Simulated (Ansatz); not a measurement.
# Germanium, fcc: r²SCAN0 at the r²SCAN geometry

Aim: see what exact exchange does to the levels, and what it costs. Spin polarisation is left out. The geometry was relaxed under r²SCAN beforehand and is kept. Exact exchange is dear, so the k-mesh is coarse, and r²SCAN is run on the same mesh for comparison.

Program: Ansatz 0.2.0. Level of theory: DFT, plane waves (500 eV) with PBE-made PAW files, scalar-relativistic; functionals as named at each step. These are calculated values, not measurements.

## Step 1: Starting point

It takes space group Fm-3m (No. 225, cubic). The conventional cell has a = 4.232 Å, b = 4.232 Å, c = 4.232 Å, α = 90.00°, β = 90.00°, γ = 90.00°. Around Ge (site symmetry m-3m) lie 12 Ge at 2.99 Å.

Structure file:

```cif
data_structure
_symmetry_space_group_name_H-M 'Fm-3m'
_symmetry_Int_Tables_number 225
_cell_length_a 4.2325
_cell_length_b 4.2325
_cell_length_c 4.2325
_cell_angle_alpha 90.000
_cell_angle_beta 90.000
_cell_angle_gamma 90.000
_cell_volume 75.82
loop_
_atom_site_label
_atom_site_type_symbol
_atom_site_symmetry_multiplicity
_atom_site_Wyckoff_symbol
_atom_site_fract_x
_atom_site_fract_y
_atom_site_fract_z
_atom_site_occupancy
Ge1 Ge 4 a 0.00000 0.00000 0.00000 1
```

## Step 2: r²SCAN on the coarse mesh

The run with r²SCAN.

File input.yaml:

```yaml
crystal:
  lattice:
    - [0.0, 2.1162369513, 2.1162369513]
    - [2.1162369513, 0.0, 2.1162369513]
    - [2.1162369513, 2.1162369513, 0.0]
  atoms:
    - { symbol: Ge, position: [0.0, 0.0, 0.0] }
hamiltonian:
  xc: r2scan
  pseudopotentials:
    kind: paw
    azcp:
      Ge: "pseudopotentials/Ge.paw.azcp"
basis:
  ecutwfc: 500
  fft_grid_basis: typed
kpoints:
  mp_grid: { grid: [7, 7, 7], shift: [0, 0, 0] }
magnetization:
  spin_polarized: false
scf:
  occupations: { method: fermi_dirac, width: 0.1 }
output:
  write_density: true
  write_potential: true
  elf: true
  volumetric_format: npy
```

On the command line:

```
> ansatz run input.yaml --threads 4 --pin off --max-ram 8192MiB --backend cpu --events-out ev --progress --plain --runs-dir out
```

The log of the run (excerpt; [...] marks lines left out):

```text
Warning: RAYON_NUM_THREADS=4 ignored (pool sized by the plan → 4); use --threads N
[...]
Pseudopotentials: kind: paw
Pseudopotential: Ge, paw, valence charge 14, recommended cutoff 500 eV (meta_gga), <dir>
Functional definition: r2SCAN
[...]
Crystal: 1 atoms, lattice volume = 18.955 Å³
Basis set: ecut = 500 eV, 531 PW (Γ), exchange–correlation on 96×96×96 points (64 copies of the dense FFT grid, shifted against one another)
Bands: 11, of which v1, the nominal top of the filled ones, is band 7 counted from 1 (6 counted from 0)
Symmetry: 48 space group operations
Space group: Fm-3m (ITA 225), of the structure as read, at distance tolerance 2.7e-5 Å
k-points: 20 of 343
[...]
SCF iter   1: F=—  HF=-4302.313966 eV  |F-HF|=—  |Δ(HF+E_count)|=         —  Δρ=6.51e-3  dr2=2.84e-3  dr2_τ=2.65e-4  ethr=1.77e-3  ⟨swp⟩=5.0  Hψ=1238  notcnv=0
[...]
SCF iter   6: F=-4302.321147 eV  HF=-4302.321147 eV  |F-HF|=4.42e-10  |Δ(HF+E_count)|=   1.53e-8  Δρ=1.13e-6  dr2=2.03e-10  dr2_τ=2.32e-12  ethr=8.76e-11  ⟨swp⟩=1.9  Hψ=755  notcnv=0
[...]
SCF converged after 6 iterations
Free energy (F): -4302.321147 eV
[...]
E sigma→0 (E₀):  -4302.313652 eV
Entropy (-TS):   -0.014989 eV (-14.989 meV/atom)
Fermi energy:    11.113907 eV
[...]
--- Band table (eV; the first three rows and the last of 20) ---
  k-point 0: bands = ["-14.4832", "-14.4832", "-14.4832", "-14.4308", "-14.4308", "-2.8907", "20.4173", "20.4173", "20.4173", "25.5974", "25.5974"]
[...]
```

Run time: 0.4 s. Hardware: 4 threads of Arm Neoverse V2, shared host; peak memory 0.29 GiB.

The maps below are laid out on this run's own conventional cell (a, b, c = 4.232, 4.232, 4.232 Å).

Density in a lattice plane of the grid's cell (edges 4.23 and 4.23 Å, at 0.000 of the third edge), which holds Ge.

Values in e/Å³, 12 rows by 12 columns:
```
15.54  5.14  0.85  0.28  0.14  0.09  0.08  0.09  0.14  0.28  0.85  5.06
 1.38  0.85  0.40  0.22  0.16  0.14  0.14  0.14  0.16  0.22  0.40  0.85
 0.32  0.28  0.22  0.20  0.22  0.28  0.32  0.28  0.22  0.20  0.22  0.28
 0.14  0.14  0.16  0.22  0.40  0.85  1.38  0.85  0.40  0.22  0.16  0.14
 0.08  0.09  0.14  0.28  0.85  5.14 15.54  5.06  0.85  0.28  0.14  0.09
 0.07  0.08  0.14  0.32  1.38 15.54 56.47 15.54  1.38  0.32  0.14  0.08
 0.08  0.09  0.14  0.28  0.85  5.06 15.54  5.14  0.85  0.28  0.14  0.09
 0.14  0.14  0.16  0.22  0.40  0.85  1.38  0.85  0.40  0.22  0.16  0.14
 0.32  0.28  0.22  0.20  0.22  0.28  0.32  0.28  0.22  0.20  0.22  0.28
 1.38  0.85  0.40  0.22  0.16  0.14  0.14  0.14  0.16  0.22  0.40  0.85
15.54  5.06  0.85  0.28  0.14  0.09  0.08  0.09  0.14  0.28  0.85  5.14
56.47 15.54  1.38  0.32  0.14  0.08  0.07  0.08  0.14  0.32  1.38 15.54
```
Columns run along the first of these edges and rows up along the second, over one cell in 12 and 12 even steps from the bottom left corner. Atoms in the plane (fractional): Ge at (0.00, 0.00), Ge at (0.50, 0.50).

ELF in the same plane.

Values, 12 rows by 12 columns:
```
0.05 0.15 0.38 0.42 0.28 0.13 0.10 0.13 0.28 0.42 0.38 0.15
0.33 0.38 0.42 0.40 0.29 0.28 0.29 0.28 0.29 0.40 0.43 0.38
0.42 0.42 0.40 0.37 0.40 0.42 0.42 0.42 0.40 0.37 0.40 0.42
0.29 0.28 0.29 0.40 0.42 0.38 0.33 0.38 0.43 0.40 0.29 0.28
0.10 0.13 0.28 0.42 0.38 0.15 0.05 0.15 0.38 0.42 0.28 0.13
0.07 0.10 0.29 0.42 0.33 0.05 0.25 0.05 0.33 0.42 0.29 0.10
0.10 0.13 0.28 0.42 0.38 0.15 0.05 0.15 0.38 0.42 0.28 0.13
0.29 0.28 0.29 0.40 0.43 0.38 0.33 0.38 0.42 0.40 0.29 0.28
0.42 0.42 0.40 0.37 0.40 0.42 0.42 0.42 0.40 0.37 0.40 0.42
0.33 0.38 0.43 0.40 0.29 0.28 0.29 0.28 0.29 0.40 0.42 0.38
0.05 0.15 0.38 0.42 0.28 0.13 0.10 0.13 0.28 0.42 0.38 0.15
0.25 0.05 0.33 0.42 0.29 0.10 0.07 0.10 0.29 0.42 0.33 0.05
```
Columns run along the first of these edges and rows up along the second, over one cell in 12 and 12 even steps from the bottom left corner. Atoms in the plane (fractional): Ge at (0.00, 0.00), Ge at (0.50, 0.50).

Both are smooth fields of the valence electrons: close to the nuclei they are not physical.

## Step 3: r²SCAN0 on the coarse mesh

The run with r²SCAN0.

Edit input.yaml of step 2 so:

```diff
@@ -8,3 +8,3 @@
 hamiltonian:
-  xc: r2scan
+  xc: r2scan0
   pseudopotentials:
@@ -22,6 +22 @@
   occupations: { method: fermi_dirac, width: 0.1 }
-output:
-  write_density: true
-  write_potential: true
-  elf: true
-  volumetric_format: npy
```

On the command line:

```
> ansatz run input.yaml --threads 4 --pin off --max-ram 8192MiB --backend cpu --events-out ev --progress --plain --runs-dir out
```

The log of the run (excerpt; [...] marks lines left out):

```text
Warning: RAYON_NUM_THREADS=4 ignored (pool sized by the plan → 4); use --threads N
[...]
Pseudopotentials: kind: paw
Pseudopotential: Ge, paw, valence charge 14, recommended cutoff 500 eV (meta_gga), <dir>
Functional definition: r2SCAN0
[...]
Crystal: 1 atoms, lattice volume = 18.955 Å³
Basis set: ecut = 500 eV, 531 PW (Γ), exchange–correlation on 96×96×96 points (64 copies of the dense FFT grid, shifted against one another)
Bands: 11, of which v1, the nominal top of the filled ones, is band 7 counted from 1 (6 counted from 0)
Symmetry: 48 space group operations
Space group: Fm-3m (ITA 225), of the structure as read, at distance tolerance 2.7e-5 Å
k-points: 20 of 343
[...]
SCF iter   1: F=—  HF=-4302.314307 eV  |F-HF|=—  |Δ(HF+E_count)|=         —  Δρ=6.84e-3  dr2=3.10e-3  dr2_τ=2.62e-4  ethr=1.77e-3  ⟨swp⟩=6.9  Hψ=896  notcnv=0
[...]
Frozen-core exchange: fock
[...]
hybrid outer 2: dexx = +1.737e-7 eV, tail = 5.07e-8 eV, Δε = 2.58e-3 eV (about 1.97e-4 eV left of the loop's levels)
hybrid SCF converged: 2 outer / 11 inner (+6 warm-up), last move |dexx| = 1.74e-7 eV, tail = 5.07e-8 eV
Stability not checked: this state was not tested for a lower state beside it, because the functional holds exact exchange (a hybrid, or Hartree-Fock), whose exchange loop this test does not read (fock_operator; see scf.lower_state_search)
Free energy (F): -4301.262786 eV
Frozen-core exchange: fock
[...]
E sigma→0 (E₀):  -4301.257657 eV
Entropy (-TS):   -0.010258 eV (-10.258 meV/atom)
Fermi energy:    11.162690 eV
[...]
--- Band table (eV; the first three rows and the last of 20) ---
  k-point 0: bands = ["-18.1581", "-18.1581", "-18.1581", "-18.1051", "-18.1051", "-4.7681", "21.6893", "21.6893", "21.6893"]
[...]
  guard bands above this table: 2 of the run's 11 bands. The solve was not asked for them (output.publish_guard_bands: true or output.eigenvalues: true publishes all)
```

Wall time 3.5 s (4 threads of Arm Neoverse V2, shared host); peak memory 0.95 GiB.

## Step 4: The functionals compared

| functional | gap on the mesh | Fermi energy (eV) | SCF cycles | exchange loops | CPU time |
| --- | --- | --- | --- | --- | --- |
| r²SCAN | none (levels filled in part) | 11.114 | 6 | - | 1 s |
| r²SCAN0 | none (levels filled in part) | 11.163 | 17 | 2 | 11 s |

## Step 5: Results

```
                             quantity                         value
                          r²SCAN: gap  none (levels filled in part)
                         r²SCAN0: gap  none (levels filled in part)
  r²SCAN0: SCF cycles, exchange loops                         17, 2
r²SCAN0: CPU time over that of r²SCAN                            11
         r²SCAN0: relative to diamond                 +694 meV/atom
```

**Reading.** Both r²SCAN and r²SCAN0 leave levels filled in part. The hybrid took 11 times as much CPU time as r²SCAN on the same settings. The exchange operator of r²SCAN0 was renewed in 2 outer loops. The dense-mesh value adds -9.3 meV/atom, the change that r²SCAN shows between the coarse mesh and its own dense run (not shown). Under r²SCAN0 it lies 694 meV/atom above diamond (computed apart in the same way); on such meshes a few tens of meV are uncertain for metals. The total energies in the logs cannot be compared from one functional to another.
